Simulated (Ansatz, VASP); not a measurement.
**Cross-check of Ge13H15 (Ge wire along [111], 26 atoms a period, H-terminated) between VASP and Ansatz**

Wanted: the spread between two codes on one cell, functional and k mesh. The cell is taken from a series of runs on this material, whose earlier steps may have relaxed, scaled, displaced or heated it; both programs get it as it stands.

Main program and level: Ansatz 0.2.0; plane waves, with VASP 6.6.1 beside it; single point at PBE.

**1. The structure**

The cell holds 56 atoms: 26 Ge and 30 H. Its edges and angles: a = 17.493 Å, b = 16.796 Å, c = 9.877 Å, α = 90.0°, β = 90.0°, γ = 90.0°. Vacuum lies along a and b. The structure's axis is c.

**2. Ansatz: single point, PBE**

Ansatz runs on its PAW soft_1 files.

With cell and atoms fixed, the geometry can't cause a difference; cores, projectors, grids and the points listed under the comparison can.

input.yaml reads:

```yaml
crystal:
  lattice:
    - [17.493, 0.0, 0.0]
    - [0.0, 16.796, 0.0]
    - [0.0, 0.0, 9.8771418008]
  atoms:
    - { symbol: Ge, position: [0.38355722, 0.429981217, 0.998642931] }
    - { symbol: Ge, position: [0.500009703, 0.640051204, 0.998643032] }
    - { symbol: Ge, position: [0.385653244, 0.431239549, 0.248874532] }
    - { symbol: Ge, position: [0.500009703, 0.637529652, 0.248875748] }
    - { symbol: Ge, position: [0.614366162, 0.431239549, 0.248874532] }
    - { symbol: H, position: [0.313266098, 0.612292826, 0.280954697] }
    - { symbol: H, position: [0.500009703, 0.275421889, 0.280953947] }
    - { symbol: H, position: [0.686753307, 0.612292826, 0.280954697] }
    - { symbol: H, position: [0.313266098, 0.38771281, 0.302378636] }
    - { symbol: H, position: [0.500009703, 0.724583748, 0.302379387] }
    - { symbol: H, position: [0.686753307, 0.38771281, 0.302378636] }
    - { symbol: Ge, position: [0.385653244, 0.568766088, 0.334458801] }
    - { symbol: Ge, position: [0.500009703, 0.362475984, 0.334457586] }
    - { symbol: Ge, position: [0.614366162, 0.568766088, 0.334458801] }
    - { symbol: Ge, position: [0.38355722, 0.570024419, 0.584690402] }
    - { symbol: Ge, position: [0.500009703, 0.359954432, 0.584690302] }
    - { symbol: Ge, position: [0.616462185, 0.570024419, 0.584690402] }
    - { symbol: H, position: [0.198419917, 0.56644952, 0.629308625] }
    - { symbol: H, position: [0.249088519, 0.429003612, 0.598996839] }
    - { symbol: H, position: [0.315515859, 0.309182204, 0.598988904] }
    - { symbol: H, position: [0.293960547, 0.738801451, 0.629300396] }
    - { symbol: H, position: [0.404465226, 0.194752963, 0.62931211] }
    - { symbol: H, position: [0.433586639, 0.761816428, 0.598995288] }
    - { symbol: H, position: [0.566432766, 0.761816428, 0.598995288] }
    - { symbol: H, position: [0.595554179, 0.194752963, 0.62931211] }
    - { symbol: H, position: [0.706058859, 0.738801451, 0.629300396] }
    - { symbol: H, position: [0.684503546, 0.309182204, 0.598988904] }
    - { symbol: H, position: [0.750930886, 0.429003612, 0.598996839] }
    - { symbol: H, position: [0.801599488, 0.56644952, 0.629308625] }
    - { symbol: Ge, position: [0.264489626, 0.509634858, 0.668757895] }
    - { symbol: Ge, position: [0.390258631, 0.282754155, 0.668759551] }
    - { symbol: Ge, position: [0.37423684, 0.707614936, 0.668756917] }
    - { symbol: Ge, position: [0.500009703, 0.500001268, 0.666542495] }
    - { symbol: Ge, position: [0.625782565, 0.707614936, 0.668756917] }
    - { symbol: Ge, position: [0.609760774, 0.282754155, 0.668759551] }
    - { symbol: Ge, position: [0.735529779, 0.509634858, 0.668757895] }
    - { symbol: Ge, position: [0.264489626, 0.490370778, 0.914575439] }
    - { symbol: Ge, position: [0.37423684, 0.2923907, 0.914576416] }
    - { symbol: Ge, position: [0.390258631, 0.717251481, 0.914573783] }
    - { symbol: Ge, position: [0.500009703, 0.500004369, 0.916790838] }
    - { symbol: Ge, position: [0.609760774, 0.717251481, 0.914573783] }
    - { symbol: Ge, position: [0.625782565, 0.2923907, 0.914576416] }
    - { symbol: Ge, position: [0.735529779, 0.490370778, 0.914575439] }
    - { symbol: H, position: [0.198419917, 0.433556116, 0.954024708] }
    - { symbol: H, position: [0.249088519, 0.571002025, 0.984336494] }
    - { symbol: H, position: [0.293960547, 0.261204186, 0.954032937] }
    - { symbol: H, position: [0.315515859, 0.690823433, 0.984344429] }
    - { symbol: H, position: [0.404465226, 0.805252673, 0.954021223] }
    - { symbol: H, position: [0.433586639, 0.238189208, 0.984338045] }
    - { symbol: H, position: [0.566432766, 0.238189208, 0.984338045] }
    - { symbol: H, position: [0.595554179, 0.805252673, 0.954021223] }
    - { symbol: H, position: [0.684503546, 0.690823433, 0.984344429] }
    - { symbol: H, position: [0.706058859, 0.261204186, 0.954032937] }
    - { symbol: H, position: [0.750930886, 0.571002025, 0.984336494] }
    - { symbol: H, position: [0.801599488, 0.433556116, 0.954024708] }
    - { symbol: Ge, position: [0.616462185, 0.429981217, 0.998642931] }
kpoints:
  mp_grid: { grid: [1, 1, 9] }
  band_path: { path: ["Γ", Z], npoints: 90 }
scf:
  occupations: { method: fermi_dirac, width: 0.05 }
hamiltonian:
  xc: pbe
  pseudopotentials: { kind: paw, azcp: { folder: soft_1 } }
output:
  dos: { e_range: [-5, 4] }
  write_potential: true
  write_density: true
  volumetric_format: npy
```

Started as:

```sh
$ ansatz run input.yaml --threads 4 --pin off --max-ram 16384MiB --backend cpu --events-out ev --progress --plain --runs-dir out
```

Numbers of over 12 decimals in the logs are rounded to 6 here.

Output:

```text
Engine: ansatz 0.2.0, aarch64-unknown-linux-gnu
Pseudopotentials: kind: paw
Pseudopotential: Ge, paw, valence charge 14, recommended cutoff 420 eV (normal), soft_1/Ge.paw.azcp
Pseudopotential: H, paw, valence charge 1, recommended cutoff 420 eV (normal), soft_1/H.paw.azcp
Functional definition: PBE
  parameter kappa = 0.804
  parameter beta = 0.066725
  exchange = pbe_x(kappa = kappa, mu = beta*pi^2/3)
  correlation = pbe_c(beta = beta)
Crystal: 56 atoms, lattice volume = 2902.027 Å³
Basis set: ecut = 420 eV, 56759 PW (Γ)
Bands: 253, of which v1, the nominal top of the filled ones, is band 197 counted from 1 (196 counted from 0)
Symmetry: 4 space group operations
Space group: P2/m (ITA 10), of the structure as read, at distance tolerance 1.4e-4 Å
k-points: 5 of 9
Non-local potential: Ge, projectors of the file, l = 0: 2, l = 1: 2, l = 2: 3, l = 3: 1
Non-local potential: H, projectors of the file, l = 0: 2, l = 1: 1
PAW form: soft (Blöchl's): semilocal exchange-correlation on the pseudo side does not see the compensation charge
PAW one-centre angular grid: Ge, 590 points (default); XC on 64 Gauss nodes
PAW one-centre angular grid: H, 110 points (default); XC on 64 Gauss nodes
Initial density: superposition of atomic densities (neutral atoms: chi_scale 0, normalization atom)
Initial wavefunctions: pseudopotential atomic-orbital guess
Functional: x = pbe(κ = 0.804, μ = 0.219515), c = pbe(β = 0.066725)
SCF iter   1: F=—  HF=-112146.953811 eV  |F-HF|=—  |Δ(HF+E_count)|=         —  Δρ=3.27e-2  dr2=2.60e1  ethr=3.10e-3  ⟨swp⟩=6.4  Hψ=5084  notcnv=0  defer=96
preconditioner: auto → Resta (q_TF=auto, 1.956 Å⁻¹)  ε∞=1.7  [insulator: Δε(μ)=2.411 eV  Ē_g=9.671 eV  σ=0.050 eV  W_gap=1.00  n_scr=370 (ndim 8)  ℏωp=8.0 eV  f_vac=0.629  D(μ)=0.00/eV (n_scr^D=0)  ε∞_Penn≈1.7  vacuum switching on, ρ_ref=6.8e-3 e/Å³]
SCF iter   2: F=—  HF=-112141.011686 eV  |F-HF|=—  |Δ(HF+E_count)|=    5.94e0  Δρ=1.43e-2  dr2=5.84e0  ethr=3.10e-3  ⟨swp⟩=3.0  Hψ=1727  notcnv=0  defer=245
SCF iter   3: F=—  HF=-112139.890768 eV  |F-HF|=—  |Δ(HF+E_count)|=    1.12e0  Δρ=3.57e-3  dr2=2.07e0  ethr=1.48e-3  ⟨swp⟩=4.0  Hψ=1437  notcnv=0  defer=245
SCF iter   4: F=—  HF=-112139.485758 eV  |F-HF|=—  |Δ(HF+E_count)|=   4.05e-1  Δρ=1.25e-3  dr2=3.87e-2  ethr=5.25e-4  ⟨swp⟩=3.2  Hψ=1650  notcnv=0  defer=242
SCF iter   5: F=—  HF=-112139.496626 eV  |F-HF|=—  |Δ(HF+E_count)|=   1.09e-2  Δρ=4.41e-4  dr2=4.57e-3  ethr=9.81e-6  ⟨swp⟩=2.0  Hψ=2043  notcnv=0  defer=242
SCF iter   6: F=—  HF=-112139.499667 eV  |F-HF|=—  |Δ(HF+E_count)|=   3.04e-3  Δρ=9.49e-5  dr2=6.20e-4  ethr=1.16e-6  ⟨swp⟩=2.0  Hψ=2008  notcnv=0  defer=242
SCF iter   7: F=—  HF=-112139.499806 eV  |F-HF|=—  |Δ(HF+E_count)|=   1.39e-4  Δρ=3.31e-5  dr2=7.25e-5  ethr=1.57e-7  ⟨swp⟩=2.0  Hψ=2008  notcnv=0  defer=242
SCF iter   8: F=—  HF=-112139.499865 eV  |F-HF|=—  |Δ(HF+E_count)|=   5.88e-5  Δρ=1.52e-5  dr2=6.13e-6  ethr=1.84e-8  ⟨swp⟩=2.0  Hψ=2250  notcnv=0  defer=242
SCF iter   9: F=—  HF=-112139.499876 eV  |F-HF|=—  |Δ(HF+E_count)|=   1.15e-5  Δρ=4.55e-6  dr2=5.83e-7  ethr=1.56e-9  ⟨swp⟩=2.0  Hψ=2008  notcnv=0  defer=242
SCF iter  10: F=-112139.499878 eV  HF=-112139.499878 eV  |F-HF|=7.07e-8  |Δ(HF+E_count)|=   1.06e-6  Δρ=1.03e-6  dr2=3.22e-8  ethr=2.54e-11  ⟨swp⟩=15.0  Hψ=7238  notcnv=0
SCF 1 converged in 10 iterations: F = -112139.499878 eV  dr2 = 3.22e-8
  greatest PAW one-centre occupation: 0.998 electrons in one spin orbital (limit 2), on the Ge atom at site 37 (counted from 0), in its partial waves of l = 2
NSCF: frozen V_eff on 91 k-points
[...]
k-point 1: bands = [... 193 lower, -3.2247, -3.1531, -3.1531, -2.5468, -0.0167, 0.2420, 0.3093, 0.4568, ... 52 higher]
  k-point 2: bands = [... 193 lower, -3.2491, -3.1116, -3.1116, -2.7437, 0.0529, 0.2489, 0.2661, 0.2687, ... 52 higher]
  k-point 4: bands = [... 193 lower, -3.2824, -3.2824, -3.0818, -3.0818, -0.0180, -0.0154, 0.1605, 0.3019, ... 52 higher]
```

**3. VASP: single point, PBE**

The same cell, functional, mesh and smearing now go to VASP, with its own data sets.

Lines of VASP's logs that name or quote its potential files are left out, and so is its time.

INCAR reads:

```
SYSTEM = Ge13H15
PREC = Accurate
ENCUT = 410
EDIFF = 1E-06
NELM = 120
ISMEAR = -1
SIGMA = 0.05
LREAL = Auto
ALGO = Normal
GGA = PE
NBANDS = 240
LORBIT = 11
LWAVE = .FALSE.
LCHARG = .FALSE.
ISIF = 2
LASPH = .TRUE.
GGA_COMPAT = .FALSE.
EFERMI = MIDGAP
KPAR = 4
```

POSCAR reads:

```
Ge13H15
1.0
   17.4930000000      0.0000000000      0.0000000000
    0.0000000000     16.7960000000      0.0000000000
    0.0000000000      0.0000000000      9.8771418008
Ge H
26 30
Direct
    0.3835475175      0.4299812170      0.9986429310
    0.5000000000      0.6400512040      0.9986430315
    0.3856435410      0.4312395485      0.2488745320
    0.5000000000      0.6375296520      0.2488757475
    0.6143564590      0.4312395485      0.2488745320
    0.3856435410      0.5687660875      0.3344588010
    0.5000000000      0.3624759840      0.3344575855
    0.6143564590      0.5687660875      0.3344588010
    0.3835475175      0.5700244190      0.5846904020
    0.5000000000      0.3599544320      0.5846903015
    0.6164524825      0.5700244190      0.5846904020
    0.2644799235      0.5096348580      0.6687578945
    0.3902489285      0.2827541550      0.6687595505
    0.3742271375      0.7076149360      0.6687569170
    0.5000000000      0.5000012675      0.6665424950
    0.6257728625      0.7076149360      0.6687569170
    0.6097510715      0.2827541550      0.6687595505
    0.7355200765      0.5096348580      0.6687578945
    0.2644799235      0.4903707780      0.9145754385
    0.3742271375      0.2923907000      0.9145764160
    0.3902489285      0.7172514810      0.9145737825
    0.5000000000      0.5000043685      0.9167908380
    0.6097510715      0.7172514810      0.9145737825
    0.6257728625      0.2923907000      0.9145764160
    0.7355200765      0.4903707780      0.9145754385
    0.6164524825      0.4299812170      0.9986429310
    0.3132563955      0.6122928260      0.2809546970
    0.5000000000      0.2754218885      0.2809539465
    0.6867436045      0.6122928260      0.2809546970
    0.3132563955      0.3877128100      0.3023786360
    0.5000000000      0.7245837475      0.3023793865
    0.6867436045      0.3877128100      0.3023786360
    0.1984102145      0.5664495200      0.6293086250
    0.2490788165      0.4290036115      0.5989968390
    0.3155061565      0.3091822035      0.5989889040
    0.2939508440      0.7388014505      0.6293003960
    0.4044555235      0.1947529630      0.6293121100
    0.4335769365      0.7618164280      0.5989952880
    0.5664230635      0.7618164280      0.5989952880
    0.5955444765      0.1947529630      0.6293121100
    0.7060491560      0.7388014505      0.6293003960
    0.6844938435      0.3091822035      0.5989889040
    0.7509211835      0.4290036115      0.5989968390
    0.8015897855      0.5664495200      0.6293086250
    0.1984102145      0.4335561160      0.9540247080
    0.2490788165      0.5710020245      0.9843364940
    0.2939508440      0.2612041855      0.9540329370
    0.3155061565      0.6908234325      0.9843444290
    0.4044555235      0.8052526730      0.9540212230
    0.4335769365      0.2381892080      0.9843380450
    0.5664230635      0.2381892080      0.9843380450
    0.5955444765      0.8052526730      0.9540212230
    0.6844938435      0.6908234325      0.9843444290
    0.7060491560      0.2612041855      0.9540329370
    0.7509211835      0.5710020245      0.9843364940
    0.8015897855      0.4335561160      0.9540247080
```

KPOINTS reads:

```
Automatic mesh
0
Gamma
1 1 9
0 0 0
```

PAW data sets: Ge_d and H (PBE family, release 64).

Started as:

```sh
$ mpirun -np 8 vasp_std
```

Output:

```text
[banner, memory and clock lines left out]
running    8 mpi-ranks, on    1 nodes
[...]
|                                                                             |
|           W    W    AA    RRRRR   N    N  II  N    N   GGGG   !!!           |
|           W    W   A  A   R    R  NN   N  II  NN   N  G    G  !!!           |
|           W    W  A    A  R    R  N N  N  II  N N  N  G       !!!           |
|           W WW W  AAAAAA  RRRRR   N  N N  II  N  N N  G  GGG   !            |
|           WW  WW  A    A  R   R   N   NN  II  N   NN  G    G                |
|           W    W  A    A  R    R  N    N  II  N    N   GGGG   !!!           |
|                                                                             |
|     For optimal performance we recommend to set                             |
|       NCORE = 2 up to number-of-cores-per-socket                            |
|     NCORE specifies how many cores store one orbital (NPAR=cpu/NCORE).      |
|     This setting can greatly improve the performance of VASP for DFT.       |
|     The default, NCORE=1 might be grossly inefficient on modern             |
|     multi-core architectures or massively parallel machines. Do your        |
|     Unfortunately you need to use the default for GW and RPA                |
|     calculations (for HF NCORE is supported but not extensively tested      |
|     yet).                                                                   |
|                                                                             |

 LDA part: xc-table for (Slater+PW92), standard interpolation
 POSCAR, INCAR and KPOINTS ok, starting setup
[...]
entering main loop
       N       E                     dE             d eps       ncg     rms          rms(c)
DAV:   1     0.382056856464E+04    0.38206E+04   -0.16779E+05  2584   0.194E+03
DAV:   2     0.449571267301E+03   -0.33710E+04   -0.32643E+04  3224   0.451E+02
DAV:   3    -0.171136639747E+03   -0.62071E+03   -0.61078E+03  3336   0.202E+02
DAV:   4    -0.219102893481E+03   -0.47966E+02   -0.47665E+02  2768   0.630E+01
[...]
DAV:  24    -0.212653215118E+03   -0.43596E-05   -0.33132E-07  1760   0.528E-03    0.324E-04
DAV:  25    -0.212653217551E+03   -0.24331E-05   -0.34398E-07  1696   0.183E-03    0.374E-04
DAV:  26    -0.212653217966E+03   -0.41534E-06   -0.84769E-08  1808   0.267E-03
   1 F= -.21265322E+03 E0= -.21265322E+03  d E =-.499425E-10
```

Parts of OUTCAR (step 3):

```text
  Total       -3.2666562     -3.2738124     -3.0757441      0.0000000      0.0009471      0.0000000
  in kB       -1.8034851     -1.8074360     -1.6980846      0.0000000      0.0005229      0.0000000
  external PRESSURE =      -1.7696686 kB  Pullay stress =       0.0000000 kB

 POSITION                                       TOTAL-FORCE (eV/Angst)
 -----------------------------------------------------------------------------------
      6.70940      7.22196      9.86374         0.016545      0.006350     -0.006560
      8.74650     10.75030      9.86374         0.000000     -0.021025     -0.006658
      6.74606      7.24310      2.45817        -0.018819     -0.008509     -0.001771
      8.74650     10.70795      2.45818         0.000000      0.023319     -0.001946
     10.74694      7.24310      2.45817         0.018819     -0.008509     -0.001771
      6.74606      9.55300      3.30350        -0.018819      0.008509      0.001771
      8.74650      6.08815      3.30348         0.000000     -0.023319      0.001946
     10.74694      9.55300      3.30350         0.018819      0.008509      0.001771
      6.70940      9.57413      5.77507         0.016545     -0.006350      0.006560
      8.74650      6.04579      5.77507         0.000000      0.021025      0.006658
     10.78360      9.57413      5.77507        -0.016545     -0.006350      0.006560
      4.62655      8.55983      6.60542        -0.009359     -0.010971     -0.014525
      6.82662      4.74914      6.60543        -0.011825     -0.006825     -0.015107
      6.54636     11.88510      6.60541         0.000615      0.011829     -0.015239
[...]
-----------------------------------------------------------------------------------
    total drift:                                0.000000      0.000007     -0.004088

  FREE ENERGIE OF THE ION-ELECTRON SYSTEM (eV)
  ---------------------------------------------------
  free  energy   TOTEN  =      -212.6532179665 eV

  energy  without entropy=     -212.6532179664  energy(sigma->0) =     -212.65321797

[... 3 further parts left out ...]
[key lines of the parts left out:]
E-fermi :  -2.0042
```

**4. Differences**

Known differences besides the potentials themselves: the cutoff is 420 eV in Ansatz and 410 eV in VASP (PREC = Accurate, projectors in real space). Total energies have different zeros and are not compared.

The two programs side by side:

```csv
quantity,Ansatz,VASP,difference
gap on the k mesh (eV),2.430,2.435,-0.005
```

A gap on the mesh is an upper bound, since the band edges may lie between its points.

**5. Outcome**

| Quantity | Value |
| --- | --- |
| difference in gap on the k mesh (single point, PBE) | -0.0053 eV |

The difference in gap on the k mesh is -0.0053 eV (single point, PBE), within the 0.08 eV picked in this series as the mark of a large difference. How closely two codes agree says nothing of how well the functional describes the real material.

[Lines on the potential files, build, host, timing and source positions are cut from VASP's logs without a mark.]

[Logs are printed without paths, hosts, clocks, repeated set-up lines and the standing remarks that a program may print on its own settings, such as how far it seeks lower states.]

[Hosts, paths, dates, database ids (printed as entryN), source tags and the programs' standing remarks are cut or masked in the printed files.]
